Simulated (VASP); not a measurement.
Write the native input for VASP 6.6.1 that does the following.

```
Task                   : single point
Functional             : r2SCAN
Potentials or basis    : VASP PAW PBE potentials, release 64 (Ga_d, As)
Cutoff                 : 520 eV
k mesh                 : 8 × 8 × 8
Occupations            : gaussian, width 0.01 eV
Spin                   : no spin polarisation
Dipole correction      : no
Further INCAR settings : ALGO = Normal; EDIFF = 1e-07; NBANDS = 16
```

GaAs:

```
CELL_PARAMETERS angstrom
0.00000 2.82650 2.82650
2.82650 0.00000 2.82650
2.82650 2.82650 0.00000
ATOMIC_POSITIONS crystal
Ga 0.00000 0.00000 0.00000
As 0.25000 0.25000 0.25000
```

The cell was built by a generator and needn't be a form met in nature.

These files were run (other wordings do the same):

POSCAR

```
GaAs
1.0
    0.0000000000      2.8265000000      2.8265000000
    2.8265000000      0.0000000000      2.8265000000
    2.8265000000      2.8265000000      0.0000000000
Ga As
1 1
Direct
    0.0000000000      0.0000000000      0.0000000000
    0.2500000000      0.2500000000      0.2500000000
```

INCAR.step1

```
SYSTEM = GaAs
PREC     = Accurate       ! precision mode
ENCUT    = 520            ! plane-wave cutoff, eV
ISMEAR   = 0              ! smearing method
SIGMA    = 0.01           ! smearing width, eV
LREAL    = .False.        ! projectors in reciprocal space
LASPH    = .True.         ! aspherical terms in the spheres
NELM     = 100            ! most SCF steps
NBANDS   = 16             ! bands
GGA      = PE             ! functional
ALGO     = Normal         ! electronic algorithm
EDIFF    = 1E-4           ! SCF threshold, eV
LWAVE    = .True.         ! write WAVECAR
LCHARG   = .False.        ! write CHGCAR
```

INCAR.step2

```
SYSTEM = GaAs
PREC     = Accurate       ! precision mode
ENCUT    = 520            ! plane-wave cutoff, eV
EDIFF    = 1E-7           ! SCF threshold, eV
ISMEAR   = 0              ! smearing method
SIGMA    = 0.01           ! smearing width, eV
LREAL    = .False.        ! projectors in reciprocal space
LASPH    = .True.         ! aspherical terms in the spheres
NELM     = 100            ! most SCF steps
ALGO     = Normal         ! electronic algorithm
ISIF     = 2              ! what is computed and relaxed
LWAVE    = .False.        ! write WAVECAR
LCHARG   = .False.        ! write CHGCAR
METAGGA  = R2SCAN         ! meta-GGA
LMIXTAU  = .True.       
NBANDS   = 16             ! bands
ISTART   = 1
```

KPOINTS

```
Automatic mesh
0
Gamma
  8 8 8
  0 0 0
```

Potentials or basis: VASP PAW PBE potentials, release 64 (Ga_d, As).

Launch:

```console
$ cat potpaw_PBE.64/Ga_d/POTCAR potpaw_PBE.64/As/POTCAR > POTCAR
$ cp INCAR.step1 INCAR
$ mpirun -np 1 vasp_std > vasp.out
$ cp INCAR.step2 INCAR
$ mpirun -np 1 vasp_std > vasp.out
```

Results of the run:

```
Pressure               : 0.6 GPa
Band gap on the k mesh : 1.00 eV, direct
```

Caveat: the PAW data sets were made with another functional, which shifts forces and pressure a little.

Wall time 42 s on 1 thread of Intel(R) Xeon(R) 6975P-C (Granite Rapids), with other jobs on the host, peak memory 0.18 GiB.
